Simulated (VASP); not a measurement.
# AgI (Iodargyrite) (P6_3mc) in VASP: settings compared

One crystal, AgI (Iodargyrite), is run at these levels: PBEsol, PBE+D3(BJ); tasks: relaxation of cell and atoms.

Program: VASP 6.6.1. These are calculated values, not measurements. Logs are shortened: lines on timing, memory, paths and dates and some standing lists are left out, and cuts for length are marked.

**1. Starting point**

The structure is hexagonal, space group P6_3mc (No. 186). The conventional cell has a = 4.590 Å, b = 4.590 Å, c = 7.520 Å, α = 90.00°, β = 90.00°, γ = 120.00°. Ag (site symmetry 3m) has 4 I at 2.78 to 2.82 Å as nearest neighbours. Around I (site symmetry 3m) lie 4 Ag at 2.78 to 2.82 Å.

**2. Relaxation of cell and atoms, PBEsol**

INCAR reads:

```
ALGO = Normal
EDIFF = 1E-6
EDIFFG = -0.01
ENCUT = 600
GGA = PS
IBRION = 2
ISIF = 3
ISMEAR = 0
LASPH = True
LCHARG = False
LREAL = False
LWAVE = False
NELM = 80
NSW = 90
PREC = Accurate
SIGMA = 0.03
```

KPOINTS reads:

```
k-points
0
Gamma
  9 9 4
```

POSCAR reads:

```
AgI
1.0
    4.5900000000      0.0000000000      0.0000000000
   -2.2950000000      3.9750566034      0.0000000000
    0.0000000000      0.0000000000      7.5200000000
Ag I
2 2
Direct
    0.6666666667      0.3333333333      0.6300000000
    0.3333333333      0.6666666667      0.1300000000
    0.6666666667      0.3333333333      0.0000000000
    0.3333333333      0.6666666667      0.5000000000
```

Potentials or basis: VASP PAW PBE potentials, release 64 (Ag, I).

Run with:

```console
$ cat potpaw_PBE.64/Ag/POTCAR potpaw_PBE.64/I/POTCAR > POTCAR
$ mpirun -np 1 vasp_std > vasp.out
```

OUTCAR:

```text
EDIFF = 1E-6
   EDIFFG = -0.01
   ENCUT = 600
   GGA = PS
   IBRION = 2
   ISIF = 3
   ISMEAR = 0
   LASPH = True
   LREAL = False
   NELM = 80
   NSW = 90
   PREC = Accurate

 ion  position               nearest neighbor table
   1  0.667  0.333  0.630-   3 2.78   4 2.82   4 2.82   4 2.82
   2  0.333  0.667  0.130-   4 2.78   3 2.82   3 2.82   3 2.82
   3  0.667  0.333  0.000-   1 2.78   2 2.82   2 2.82   2 2.82
   4  0.333  0.667  0.500-   2 2.78   1 2.82   1 2.82   1 2.82

  LATTYP: Found a hexagonal cell.
 ALAT       =     4.5900000000
 C/A-ratio  =     1.6383442266

  Lattice vectors:

 A1 = (   4.5900000000,   0.0000000000,   0.0000000000)
 A2 = (  -2.2950000000,   3.9750566034,   0.0000000000)
 A3 = (   0.0000000000,   0.0000000000,   7.5200000000)

Analysis of symmetry for initial positions (statically):
=====================================================================
 Subroutine PRICEL returns:
 Original cell was already a primitive cell.

 Routine SETGRP: Setting up the symmetry group for a
 hexagonal supercell.

 Subroutine GETGRP returns: Found 12 space group operations
 (whereof  6 operations were pure point group operations)
 out of a pool of 24 trial point group operations.

The static configuration has the point symmetry C_3v.
 The point group associated with its full space group is C_6v.

Analysis of symmetry for dynamics (positions and initial velocities):
=====================================================================
 Subroutine PRICEL returns:
 Original cell was already a primitive cell.

 Routine SETGRP: Setting up the symmetry group for a
 hexagonal supercell.

 Subroutine GETGRP returns: Found 12 space group operations
 (whereof  6 operations were pure point group operations)
 out of a pool of 24 trial point group operations.

The dynamic configuration has the point symmetry C_3v.
 The point group associated with its full space group is C_6v.

 Subroutine INISYM returns: Found 12 space group operations
 (whereof  6 operations are pure point group operations),
 and found     1 'primitive' translations

----------------------------------------------------------------------------------------

                                     Primitive cell

  volume of cell :     137.2062

  direct lattice vectors                    reciprocal lattice vectors
     4.590000000  0.000000000  0.000000000     0.217864924  0.125784372  0.000000000
    -2.295000000  3.975056603  0.000000000     0.000000000  0.251568745  0.000000000
     0.000000000  0.000000000  7.520000000     0.000000000  0.000000000  0.132978723

  length of vectors
     4.590000000  4.590000000  7.520000000     0.251568745  0.251568745  0.132978723

  position of ions in fractional coordinates (direct lattice)
     0.666666667  0.333333333  0.630000000
     0.333333333  0.666666667  0.130000000
     0.666666667  0.333333333  0.000000000
     0.333333333  0.666666667  0.500000000

  ion indices of the primitive-cell ions
   primitive index   ion index
                 1           1
                 2           2
                 3           3
                 4           4

----------------------------------------------------------------------------------------

 KPOINTS: k-points

Automatic generation of k-mesh.
 Grid dimensions read from file:
 generate k-points for:    9    9    4

 Generating k-lattice:

  Cartesian coordinates                     Fractional coordinates (reciprocal lattice)
     0.024207214  0.013976041  0.000000000     0.111111111  0.000000000  0.000000000
     0.000000000  0.027952083  0.000000000     0.000000000  0.111111111  0.000000000
     0.000000000  0.000000000  0.033244681     0.000000000  0.000000000  0.250000000

  Length of vectors
     0.027952083  0.027952083  0.033244681

  Shift w.r.t. Gamma in fractional coordinates (k-lattice)
     0.000000000  0.000000000  0.000000000

 Subroutine IBZKPT returns following result:
 ===========================================

 Found     36 irreducible k-points:

 Following reciprocal coordinates:
            Coordinates               Weight
  0.000000  0.000000  0.000000      1.000000
  0.111111  0.000000  0.000000      6.000000
  0.222222 -0.000000  0.000000      6.000000
  0.333333  0.000000  0.000000      6.000000
  0.444444 -0.000000  0.000000      6.000000
  0.111111  0.111111  0.000000      6.000000
[... 16 lines left out ...]
  0.333333  0.222222  0.250000     24.000000
  0.333333  0.333333  0.250000      4.000000
 [... further k-points ...]
   k-points           NKPTS =     36   k-points in BZ     NKDIM =     36   number of bands    NBANDS=     22
   number of dos      NEDOS =    301   number of ions     NIONS =      4
   total plane-waves  NPLWV =  96000
   dimension x,y,z NGX =    40 NGY =   40 NGZ =   60
   dimension x,y,z NGXF=    80 NGYF=   80 NGZF=  120
   ions per type =               2   2
   NGX,Y,Z   is equivalent  to a cutoff of  14.49, 14.49, 13.26 a.u.
   NGXF,Y,Z  is equivalent  to a cutoff of  28.98, 28.98, 26.53 a.u.
 SYSTEM =  unknown system
   PREC   = accura    normal or accurate (medium, high low for compatibility)
   ISTART =      0    job   : 0-new  1-cont  2-samecut
   ICHARG =      2    charge: 1-file 2-atom 10-const
   ISPIN  =      1    spin polarized calculation?
   LNONCOLLINEAR =      F non collinear calculations
   LSORBIT =      F    spin-orbit coupling
   LASPH  =      T    aspherical Exc in radial PAW
   ENCUT  =  600.0 eV  44.10 Ry    6.64 a.u.   9.17  9.17 15.02*2*pi/ulx,y,z
   NELM   =     80;   NELMIN=  2; NELMDL= -5     # of ELM steps
   EDIFF  = 0.1E-05   stopping-criterion for ELM
   LREAL  =      F    real-space projection
   EDIFFG = -.1E-01   stopping-criterion for IOM
   NSW    =     90    number of steps for IOM
   IBRION =      2    ionic relax: 0-MD 1-quasi-New 2-CG
   NFREE  =      1    steps in history (QN), initial steepest desc. (CG)
   ISIF   =      3    stress and relaxation
   ISYM   =      2    0-nonsym 1-usesym 2-fastsym
   POTIM  = 0.5000    time-step for ionic-motion
   TEBEG  =    0.0;   TEEND  =   0.0 temperature during run
   PSTRESS=    0.0 pullay stress
   NELECT =      36.0000    total number of electrons
   NUPDOWN=      -1.0000    fix difference up-down
   EMIN   =  10.00;   EMAX   =-10.00  energy-range for DOS
   EFERMI =   0.00;   METHOD = LEGACY
   ISMEAR =     0;   SIGMA  =   0.03  broadening in eV -4-tet -1-fermi 0-gaus
   EFERMI_NEDOS =   21; number of points for ismear=-14 and -15
   IALGO  =     38    algorithm
   IMIX   =      4    mixing-type and parameters
     AMIX     =   0.40;   BMIX     =  1.00
     AMIX_MAG =   1.60;   BMIX_MAG =  1.00
  volume/ion in A,a.u.               =      34.30       231.48
  Fermi-wavevector in a.u.,A,eV,Ry     =   1.048056  1.980538 14.944923  1.098421
  Thomas-Fermi vector in A             =   2.182962
   LORBIT       =      0    0 simple, 1 ext, 2 COOP (PROOUT), +10 PAW based schemes
   GGA     = PS    functional components
   LHFCALC =     F    Hartree Fock is set to
   AEXX    =    0.0000 exact exchange contribution
   IVDW    =     0    specifies the selected vdW correction
   LEPSILON=     F    determine dielectric tensor
   LRPA    =     F    only Hartree local field effects (RPA)
 conjugate gradient relaxation of ions
 non-spin polarized calculation
 Gauss-broadening in eV      SIGMA  =   0.03
  energy-cutoff  :      600.00
  volume of cell :      137.21
 maximum number of plane-waves:      4598
 NGX is ok and might be reduce to    40
   NGX = 19   NGY = 19   NGZ = 31

--------------------------------------- Ionic step        1  -------------------------------------------

 number of electron      36.0000002 magnetization

 Free energy of the ion-electron system (eV)
  ---------------------------------------------------
  ext. energy  EPLUGINS =         0.00000000
  ---------------------------------------------------
  free energy    TOTEN  =       -10.89987486 eV

  energy without entropy =      -10.89987486  energy(sigma->0) =      -10.89987486

------------------------ aborting loop because EDIFF is reached ----------------------------------------

  FORCE on cell =-STRESS in cart. coord.  units (eV):
  Direction    XX          YY          ZZ          XY          YZ          ZX
  --------------------------------------------------------------------------------------
  -------------------------------------------------------------------------------------
  Total       -0.7857462     -0.7857462     -0.3889783      0.0000000      0.0000000      0.0000000
  in kB       -9.1752736     -9.1752736     -4.5421564      0.0000000      0.0000000      0.0000000
  external PRESSURE =      -7.6309012 kB  Pullay stress =       0.0000000 kB
[... 95 lines left out ...]
  FREE ENERGIE OF THE ION-ELECTRON SYSTEM (eV)
  ---------------------------------------------------
  free  energy   TOTEN  =       -10.9095328670 eV

  energy  without entropy=      -10.9095328670  energy(sigma->0) =      -10.90953287

[... ionic steps 4 to 13 ...]

--------------------------------------- Ionic step       14  -------------------------------------------

 number of electron      36.0000001 magnetization

------------------------ aborting loop because EDIFF is reached ----------------------------------------

  FORCE on cell =-STRESS in cart. coord.  units (eV):
  Direction    XX          YY          ZZ          XY          YZ          ZX
  --------------------------------------------------------------------------------------
  -------------------------------------------------------------------------------------
  Total       -0.0276828     -0.0276828      0.0205770      0.0000000      0.0000000      0.0000000
  in kB       -0.3308659     -0.3308659      0.2459366      0.0000000      0.0000000      0.0000000
  external PRESSURE =      -0.1385984 kB  Pullay stress =       0.0000000 kB
[... 61 lines left out ...]
  energy  without entropy=      -10.9103327558  energy(sigma->0) =      -10.91033276

--------------------------------------- Ionic step       16  -------------------------------------------

 number of electron      36.0000002 magnetization

 Free energy of the ion-electron system (eV)
  ---------------------------------------------------
  ext. energy  EPLUGINS =         0.00000000
  ---------------------------------------------------
  free energy    TOTEN  =       -10.91036330 eV

  energy without entropy =      -10.91036330  energy(sigma->0) =      -10.91036330

 E-fermi :   3.4299     XC(G=0):  -8.7341

 val. band max:        3.2581070412   @ k =   0.0000   0.0000   0.0000
 cond. band min:       4.4902008219   @ k =   0.0000   0.0000   0.0000
 fundamental gap:      1.2320937807
 Fermi energy:         3.4298506738

 k-point     1 :       0.0000    0.0000    0.0000
  band No.  band energies     occupation
      1      -9.7190      2.00000
      2      -9.4051      2.00000
      3      -1.1061      2.00000
      4      -1.0938      2.00000
      5      -1.0938      2.00000
      6      -1.0869      2.00000
[... 574 lines left out ...]
      6      -0.7903      2.00000
[... 14 lines left out ...]
     21       7.8416      0.00000
     22       9.3156      0.00000

 [... further k-points ...]
[... 5 lines left out ...]
  --------------------------------------------------------------------------------------
  -------------------------------------------------------------------------------------
  Total        0.0088756      0.0088756     -0.0015617      0.0000000      0.0000000      0.0000000
  in kB        0.1061424      0.1061424     -0.0186764      0.0000000      0.0000000      0.0000000
  external PRESSURE =       0.0645361 kB  Pullay stress =       0.0000000 kB
[... 19 lines left out ...]
  FREE ENERGIE OF THE ION-ELECTRON SYSTEM (eV)
  ---------------------------------------------------
  free  energy   TOTEN  =       -10.9103633047 eV

  energy  without entropy=      -10.9103633047  energy(sigma->0) =      -10.91036330

 reached required accuracy - stopping structural energy minimisation
```

Wall time 7.4 min (1 thread of Intel Xeon 6975P-C (Granite Rapids), shared host); peak memory 0.4 GiB.

What came out:

- Free energy: -10.9104 eV
- Relaxed volume: 33.49 Å³/atom
- Relaxed cell: a = 4.554 Å, b = 4.554 Å, c = 7.460 Å, α = 90.00°, β = 90.00°, γ = 120.00°
- Space group after relaxing (to 0.05 Å): P6_3mc (No. 186)
- Energy gained by relaxing: 2.6 meV/atom
- Ionic steps: 16
- Pressure after relaxing: 0.0 GPa
- Largest force after relaxing: 0.004 eV/Å
- Band gap on the k mesh: 1.23 eV, direct

Forces in eV/Å, atoms in the order of the input:
```
Ag   0.000  0.000 -0.004
Ag   0.000  0.000 -0.004
I    0.000  0.000  0.004
I    0.000  0.000  0.004
```

Step by step:
```
step  energy change (eV)  largest force (eV/Å)  pressure (GPa)  volume (Å³)
   1              0.0000                0.0789           -0.76       137.21
   2             -0.0096                0.0394           -0.03       133.99
   3             -0.0097                0.0346            0.09       133.65
   4             -0.0097                0.0364            0.07       133.77
   5             -0.0097                0.0379            0.02       133.88
   6             -0.0099                0.0215            0.00       133.99
   7             -0.0100                0.0090           -0.03       134.07
   8             -0.0100                0.0120           -0.03       134.05
   9             -0.0101                0.0092            0.01       133.96
  10             -0.0102                0.0020            0.05       133.70
  11             -0.0103                0.0046            0.03       133.80
  12             -0.0105                0.0111            0.00       134.03
  13             -0.0105                0.0125           -0.03       134.08
  14             -0.0105                0.0117           -0.01       134.05
  15             -0.0105                0.0117           -0.02       134.04
  16             -0.0105                0.0040            0.01       133.97
```

Final structure:
```
CELL_PARAMETERS angstrom
4.55373 0.00000 0.00000
-2.27686 3.94364 0.00000
0.00000 0.00000 7.46025
ATOMIC_POSITIONS crystal
Ag 0.66667 0.33333 0.62792
Ag 0.33333 0.66667 0.12792
I 0.66667 0.33333 0.00208
I 0.33333 0.66667 0.50208
```

Caveat: the PAW data sets were made with another functional, which shifts forces and pressure a little; spin-orbit coupling is left out, which moves the levels of the heavy elements.

**3. Relaxation of cell and atoms, PBEsol**

This run uses another cell than the first one, of 33.49 Å³/atom, 0.976 times its volume.

INCAR, as its differences from that of step 2:

```diff
@@ -1,4 +1,4 @@
 ALGO = Normal
-EDIFF = 1E-6
-EDIFFG = -0.01
+EDIFF = 1E-7
+EDIFFG = -0.005
 ENCUT = 600
```

KPOINTS is that of step 2.

POSCAR reads:

```
AgI                                     
1.0
    4.5537251636      0.0000000000      0.0000000000
   -2.2768625818      3.9436416735     -0.0000000000
   -0.0000000000     -0.0000000000      7.4602547297
  Ag              I             
     2     2
Direct
     0.6666666667000030    0.3333333332999970    0.6279228147495642
     0.3333333332999970    0.6666666667000030    0.1279228147495642
     0.6666666667000030    0.3333333332999970    0.0020771852504383
     0.3333333332999970    0.6666666667000030    0.5020771852504383
```

Potentials or basis: VASP PAW PBE potentials, release 64 (Ag, I).

Run with:

```console
$ cat potpaw_PBE.64/Ag/POTCAR potpaw_PBE.64/I/POTCAR > POTCAR
$ mpirun -np 1 vasp_std > vasp.out
```

Run time: 51 s. Hardware: 1 thread of Intel Xeon 6975P-C (Granite Rapids), shared host; peak memory 0.33 GiB.

The run converged. Its results:

* Free energy: -10.9098 eV
* Pressure after relaxing: 0.0 GPa
* Largest force after relaxing: 0.004 eV/Å
* Band gap on the k mesh: 1.23 eV, direct

Forces in eV/Å, atoms in the order of the input:
```
Ag   0.000  0.000 -0.004
Ag   0.000  0.000 -0.004
I    0.000  0.000  0.004
I    0.000  0.000  0.004
```

Final structure:
```cif
data_structure
_symmetry_space_group_name_H-M 'P 1'
_symmetry_Int_Tables_number 1
_cell_length_a 4.5537
_cell_length_b 4.5537
_cell_length_c 7.4603
_cell_angle_alpha 90.000
_cell_angle_beta 90.000
_cell_angle_gamma 120.000
_cell_volume 133.97
loop_
_atom_site_label
_atom_site_type_symbol
_atom_site_fract_x
_atom_site_fract_y
_atom_site_fract_z
_atom_site_occupancy
Ag1 Ag 0.66667 0.33333 0.62792 1
Ag2 Ag 0.33333 0.66667 0.12792 1
I1 I 0.66667 0.33333 0.00208 1
I2 I 0.33333 0.66667 0.50208 1
```

Levels at points of the mesh, in eV from the valence-band top:
```tsv
k point	band 15	band 16	band 17	band 18	band 19	band 20	band 21	band 22
(0.00, 0.00, 0.00)	-0.76	-0.07	0.00	0.00	1.23	2.52	5.64	5.64
(0.00, 0.00, 0.50)	-0.39	-0.39	-0.39	-0.39	2.56	2.56	5.52	5.52
```

Caveat: the relaxation stopped at its first step, so nothing moved; the PAW data sets were made with another functional, which shifts forces and pressure a little; spin-orbit coupling is left out, which moves the levels of the heavy elements. As with any semilocal functional, this PBEsol gap is likely too small.

**4. Relaxation of cell and atoms, PBE+D3(BJ)**

INCAR reads:

```
PREC = Accurate ; ENCUT = 600
EDIFF = 1E-6 ; ISMEAR = 0
SIGMA = 0.03 ; LREAL = False
LASPH = True ; NELM = 80
ALGO = Normal ; ISIF = 3
LWAVE = False ; LCHARG = False
GGA = PE ; IVDW = 12
IBRION = 2 ; NSW = 90
EDIFFG = -0.01
```

KPOINTS reads:

```
regular mesh
0
Gamma
  9 9 4
```

POSCAR reads:

```
AgI
1.0
    4.5900000000      0.0000000000      0.0000000000
   -2.2950000000      3.9750566034      0.0000000000
    0.0000000000      0.0000000000      7.5200000000
Ag I
2 2
Direct
    0.6666666667      0.3333333333      0.6300000000
    0.3333333333      0.6666666667      0.1300000000
    0.6666666667      0.3333333333      0.0000000000
    0.3333333333      0.6666666667      0.5000000000
```

Run with:

```console
$ cat potpaw_PBE.64/Ag/POTCAR potpaw_PBE.64/I/POTCAR > POTCAR
$ mpirun -np 1 vasp_std > vasp.out
```

Wall time 2.2 min (1 thread of Intel Xeon 6975P-C (Granite Rapids), shared host); peak memory 0.39 GiB.

Results (log left out):

| Quantity | Value |
| --- | --- |
| Free energy | -10.8272 eV |
| Relaxed volume | 34.26 Å³/atom |
| Relaxed cell | a = 4.575 Å, b = 4.575 Å, c = 7.558 Å, α = 90.00°, β = 90.00°, γ = 120.00° |
| Space group after relaxing (to 0.05 Å) | P6_3mc (No. 186) |
| Energy gained by relaxing | 0.6 meV/atom |
| Ionic steps | 3 |
| Pressure after relaxing | 0.0 GPa |
| Largest force after relaxing | 0.008 eV/Å |
| Band gap on the k mesh | 1.37 eV, direct |
| Dispersion energy per atom | -0.323 eV |

Forces in eV/Å, atoms in the order of the input:
```
Ag   0.000  0.000 -0.008
Ag   0.000  0.000 -0.008
I    0.000  0.000  0.008
I    0.000  0.000  0.008
```

The path:
| step | energy change (eV) | largest force (eV/Å) | pressure (GPa) | volume (Å³) |
| --- | --- | --- | --- | --- |
| 1 | 0.0000 | 0.0800 | -0.03 | 137.21 |
| 2 | -0.0021 | 0.0229 | -0.01 | 137.06 |
| 3 | -0.0023 | 0.0083 | 0.01 | 137.02 |

Final structure:
```yaml
crystal:
  lattice:
    - [4.57545, 0.00000, 0.00000]
    - [-2.28773, 3.96246, 0.00000]
    - [0.00000, 0.00000, 7.55791]
  atoms:
    - { symbol: Ag, position: [0.66667, 0.33333, 0.62935] }
    - { symbol: Ag, position: [0.33333, 0.66667, 0.12935] }
    - { symbol: I, position: [0.66667, 0.33333, 0.00065] }
    - { symbol: I, position: [0.33333, 0.66667, 0.50065] }
```

Levels at points of the mesh, in eV from the valence-band top:
| k point | band 14 | band 15 | band 16 | band 17 | band 18 | band 19 | band 20 | band 21 | band 22 |
| --- | --- | --- | --- | --- | --- | --- | --- | --- | --- |
| (0.00, 0.00, 0.00) | -0.72 | -0.72 | -0.07 | 0.00 | 0.00 | 1.37 | 2.70 | 5.78 | 5.78 |
| (0.00, 0.00, 0.50) | -1.72 | -0.37 | -0.37 | -0.37 | -0.37 | 2.68 | 2.68 | 5.63 | 5.63 |

Caveat: spin-orbit coupling is left out, which moves the levels of the heavy elements; an odd mesh through Γ misses points on the zone boundary, where band edges often lie.
